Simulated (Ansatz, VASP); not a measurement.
## One calculation of Cu, two programs

```
CELL_PARAMETERS angstrom
2.28845 0.00000 0.00000
0.00000 2.28845 0.00000
0.00000 0.00000 2.28845
ATOMIC_POSITIONS crystal
Cu 0.00000 0.00000 0.00000
```

Alike in both runs: task single point; functional r2SCAN; k mesh 8 × 8 × 8; occupations gaussian, width 0.1 eV; no spin polarisation.

|  | VASP | Ansatz |
| --- | --- | --- |
| version | VASP 6.6.1 | Ansatz 0.2.0 |
| potentials or method | VASP PAW PBE potentials, release 64 (Cu) | scalar-relativistic, plane waves, PAW |
| plane-wave cutoff (eV) | 520 | 500 |
| valence electrons in the cell | 11 | 19 |

|  | VASP | Ansatz | Ansatz less VASP |
| --- | --- | --- | --- |
| gap on the k mesh at the Fermi level (eV) | none | none | - |
| pressure (GPa) | 16.6 | 16.0 | -0.65 |

A gap of «none» marks a metal or a gap that the smearing closes. The functional is the same, so the differences come from potentials, cutoffs and numerics. The two sets of potentials don't hold the same shells in valence.

Caveats: so large a pressure means that the cell lies far from this level's equilibrium, or that cutoff or potentials fall short (VASP); the potentials were made for another functional, which shifts forces and pressure (VASP).
